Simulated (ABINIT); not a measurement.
Runs of ABINIT 10.8.3 (patched build) on Ge. Symmetry: P6_3/mmc, No. 194, hexagonal system. The conventional cell has a = 3.998 Å, b = 3.998 Å, c = 6.599 Å, α = 90.00°, β = 90.00°, γ = 120.00°. Ge (site symmetry 3m) is surrounded by 4 Ge at 2.45 to 2.47 Å. This isn't the form of Ge at room conditions, which is diamond.

```csv
task,potentials or basis,cell,k mesh,cutoff (eV),smearing,k points of the masses,bands of the masses,cell freedom (optcell),optimiser (ionmov),cutoff smearing ecutsm (Ha),mesh quality,gap on the mesh (eV),pressure (GPa),largest force (eV/Å)
effective masses,PseudoDojo NC SR PBEsol v0.4.1 standard,as given,6 × 6 × 3,952,fixed,"[[0.0, 0.0, 0.0]]","[[28, 30]]",-,-,-,not flagged,-,-1.7,0.03
single point,PseudoDojo NC SR PBEsol v0.4.1 standard,as given,6 × 6 × 3,952,fermi-dirac 0.05 eV,-,-,-,-,-,not flagged,0.17,-1.8,0.02
relaxation of cell and atoms,PseudoDojo NC SR PBEsol v0.4.1 standard,relaxed,6 × 6 × 3,1061,fermi-dirac 0.05 eV,-,-,2,2,0.5,not flagged,0.17,0.0,-
one-shot levels of the hybrid B3LYP,PseudoDojo NC SR PBEsol v0.4.1 standard,as given,5 × 5 × 2,952,fixed,-,-,-,-,-,coarse,0.16,-,-
optical spectrum,PseudoDojo NC SR PBEsol v0.4.1 standard,as given,"8 × 8 × 4, shifted",952,fixed,-,-,-,-,-,not flagged,-,(b),(a)
single point,PseudoDojo NC SR PBEsol v0.4.1 standard,as given,6 × 6 × 3,1061,fermi-dirac 0.05 eV,-,-,-,-,-,not flagged,0.17,0.1,0.02
one-shot levels of the hybrid PBE0-1/3,PseudoDojo NC SR PBEsol v0.4.1 standard,as given,5 × 5 × 2,952,fixed,-,-,-,-,-,coarse,0.16,-,-
single point,PseudoDojo NC SR PBEsol v0.4 stringent,as given,6 × 6 × 3,1687,fermi-dirac 0.05 eV,-,-,-,-,-,not flagged,0.17,0.1,0.02
```

Alike in all rows: level PBEsol; no spin polarisation.

**Question.** Fill in the values left out.

**Answer.** (a) 0.01; (b) -1.9.

Caveats: some runs use coarse meshes; an odd mesh through Γ misses points on the zone boundary, where band edges often lie (some runs); the masses are taken at a mesh point that needn't be the band's extremum (some runs); spectra need much finer meshes, so this one isn't converged (some runs).

A k mesh can miss the band edges, and the runs leave out spin-orbit coupling on Ge.

Not every run made on this cell is shown here.
